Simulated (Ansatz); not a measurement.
LaAlO₃:
```cif
data_Al6La6O18
_chemical_formula_sum 'La6 Al6 O18'
_space_group_name_H-M_alt 'R-3c :H'
_space_group_IT_number 167
_space_group_name_Hall '-R 3 2"c'
_cell_length_a 5.41312
_cell_length_b 5.41312
_cell_length_c 13.19340
_cell_angle_alpha 90.000
_cell_angle_beta 90.000
_cell_angle_gamma 120.000
loop_
_atom_site_label
_atom_site_type_symbol
_atom_site_symmetry_multiplicity
_atom_site_Wyckoff_symbol
_atom_site_fract_x
_atom_site_fract_y
_atom_site_fract_z
_atom_site_occupancy
La1 La 6 a 0.00000 0.00000 0.25000 1
Al1 Al 6 b 0.00000 0.00000 0.00000 1
O1 O 18 e 0.46109 0.46109 0.25000 1
```
(The calculation used a cell of 10 atoms; values per cell refer to that cell.)

Relaxed with PBE.

Problem. Which orbitals make up the states near the band edges in plane-wave PAW PBE (Ansatz code)?

Solution. Top 1 eV of the valence band: O 2p 91 %. Bottom 1 eV of the conduction band: La 4f 94 %. Projections are on Löwdin-orthogonalised atomic valence shells; empty p or d shells of many metals are not among them.

Problem. Tabulate the density of states.

Solution. States/eV per cell of 10 atoms, in 0.25 eV bins, energy from the valence-band maximum.

```tsv
E (eV)	total	O 2p	La 4f	La 5d
-7.85	0.00	0.00	0.00	0.00
-7.60	0.00	0.00	0.00	0.00
-7.35	0.00	0.00	0.00	0.00
-7.10	0.18	0.13	0.00	0.00
-6.85	0.44	0.31	0.01	0.00
-6.60	0.65	0.46	0.01	0.01
-6.35	0.91	0.64	0.01	0.02
-6.10	1.23	0.86	0.01	0.05
-5.85	1.72	1.20	0.01	0.08
-5.60	2.52	1.77	0.02	0.14
-5.35	2.90	2.05	0.02	0.19
-5.10	2.32	1.65	0.01	0.16
-4.85	1.67	1.20	0.01	0.12
-4.60	1.11	0.80	0.01	0.07
-4.35	2.32	1.69	0.01	0.21
-4.10	4.85	3.58	0.04	0.35
-3.85	4.80	3.60	0.03	0.40
-3.60	5.02	3.79	0.04	0.44
-3.35	5.37	4.13	0.05	0.43
-3.10	6.14	4.80	0.06	0.44
-2.85	5.14	4.09	0.05	0.36
-2.60	6.24	4.93	0.05	0.63
-2.35	12.88	10.37	0.10	1.38
-2.10	9.55	7.82	0.12	1.01
-1.85	7.99	6.76	0.12	0.61
-1.60	8.13	7.12	0.18	0.43
-1.35	7.76	6.83	0.24	0.36
-1.10	7.44	6.56	0.22	0.35
-0.85	11.10	9.93	0.25	0.53
-0.60	9.74	8.84	0.21	0.39
-0.35	7.62	7.02	0.15	0.23
-0.10	6.25	5.85	0.07	0.16
0.15	0.00	0.00	0.00	0.00
0.40	0.00	0.00	0.00	0.00
0.65	0.00	0.00	0.00	0.00
0.90	0.00	0.00	0.00	0.00
1.15	0.00	0.00	0.00	0.00
1.40	0.00	0.00	0.00	0.00
1.65	0.00	0.00	0.00	0.00
1.90	0.00	0.00	0.00	0.00
2.15	0.00	0.00	0.00	0.00
2.40	0.00	0.00	0.00	0.00
2.65	0.00	0.00	0.00	0.00
2.90	0.00	0.00	0.00	0.00
3.15	0.00	0.00	0.00	0.00
3.40	0.00	0.00	0.00	0.00
3.65	0.00	0.00	0.00	0.00
3.90	0.00	0.00	0.00	0.00
4.15	0.66	0.02	0.20	0.40
4.40	9.44	0.13	7.65	1.49
4.65	39.15	0.38	37.44	1.00
4.90	50.56	0.63	48.62	0.90
5.15	12.29	0.59	11.38	0.26
5.40	1.20	0.09	0.69	0.39
5.65	1.53	0.14	0.56	0.76
5.90	2.08	0.19	0.48	1.28
6.15	3.13	0.29	0.43	2.14
```

Symmetry was held in the PBE relaxation. Scalar-relativistic: spin–orbit coupling is off unless named, which matters more the heavier the elements.

Potentials: the later of the program's two PAW sets.
